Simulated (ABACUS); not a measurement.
The system is NiO.

```
CELL_PARAMETERS angstrom
0.00000 2.08590 2.08590
2.08590 0.00000 2.08590
2.08590 2.08590 0.00000
ATOMIC_POSITIONS crystal
Ni 0.00000 0.00000 0.00000
O 0.50000 0.50000 0.50000
```

Program: ABACUS 3.10.1. Alike in all runs: task single point; potentials or basis SG15 ONCV 1.2 PBE, DZP LCAO (the cutoffs set its grid); spin collinear, ferromagnetic start; cell as given; cutoff (eV) 1361; smearing fermi-dirac 0.05 eV.

Order these runs on this cell by their band gap on the k mesh, lowest first.
A. level PBE0-type (share 0.1); k mesh 5 × 5 × 5; share of exact exchange 0.1; threshold of the auxiliary basis 0.001; range of the exchange potential (exx_ccp_rmesh_times) 2.5; mesh quality coarse
B. level LDA; k mesh 8 × 8 × 8; mesh quality not flagged
C. level PBE0-type (share 0.25); k mesh 5 × 5 × 5; share of exact exchange 0.25; threshold of the auxiliary basis 0.001; range of the exchange potential (exx_ccp_rmesh_times) 2.5; mesh quality coarse
D. level PBE0-type (share 0.4); k mesh 5 × 5 × 5; share of exact exchange 0.4; threshold of the auxiliary basis 0.001; range of the exchange potential (exx_ccp_rmesh_times) 2.5; mesh quality coarse

B (metal), A (0.82 eV), C (3.06 eV), D (5.40 eV).

Caveats: some runs use coarse meshes; the atomic orbitals were generated for these runs and aren't a published set; the basis of atomic orbitals isn't converged, which shifts pressures, moduli and gaps; a cell with one magnetic atom can't hold antiferromagnetic order, which such compounds often take; gaps of hybrids in this basis differ from plane-wave ones by up to 0.1 eV (some runs); an odd mesh through Γ misses points on the zone boundary, where band edges often lie (some runs); semilocal functionals often make such compounds metallic where correlation or magnetic order opens a gap, which also shifts bond lengths (some runs).

A k mesh can miss the band edges, odd and even meshes differently.
